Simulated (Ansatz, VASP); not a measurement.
## BeH4 in VASP and in Ansatz

```
Be H
1.0
     3.67919    0.00000    0.00000
     0.00000    3.67919    0.00000
     0.00000    0.00000    3.61451
Be H
2 8
Direct
  0.50000 0.50000 0.50000
  0.00000 0.00000 0.00000
  0.75029 0.25033 0.75003
  0.75033 0.25029 0.25003
  0.24967 0.74971 0.25003
  0.74967 0.75029 0.24997
  0.25029 0.24967 0.74997
  0.74971 0.75033 0.74997
  0.24971 0.74967 0.75003
  0.25033 0.24971 0.24997
```

Change from the starting cell: species swapped into the Pd4S type (P-42_1c, No. 114).

Alike in both runs: functional PBE; k mesh 4 × 4 × 4; occupations gaussian, width 0.1 eV; no spin polarisation.

Ansatz relaxed the structure, and its values are those at the end. VASP's run is a single point on that final structure, the one shown.

|  | VASP | Ansatz |
| --- | --- | --- |
| version | VASP 6.6.1 | Ansatz 0.2.0 |
| potentials or method | VASP PAW PBE potentials, release 64 (Be, H) | scalar-relativistic, plane waves, PAW |
| plane-wave cutoff (eV) | 520 | 420 |
| valence electrons in the cell | 12 | 12 |

Ansatz gave:

| Quantity | Value |
| --- | --- |
| gap on the k mesh at the Fermi level (eV) | none |
| pressure (GPa) | -0.1 |

Problem. Estimate VASP's values.

Solution. gap on the k mesh at the Fermi level (eV): none; pressure (GPa): -0.2.

A gap of «none» marks a metal or a gap that the smearing closes.

Caveats: the k mesh is coarse (spacing up to 0.43 Å⁻¹), so the values aren't converged.
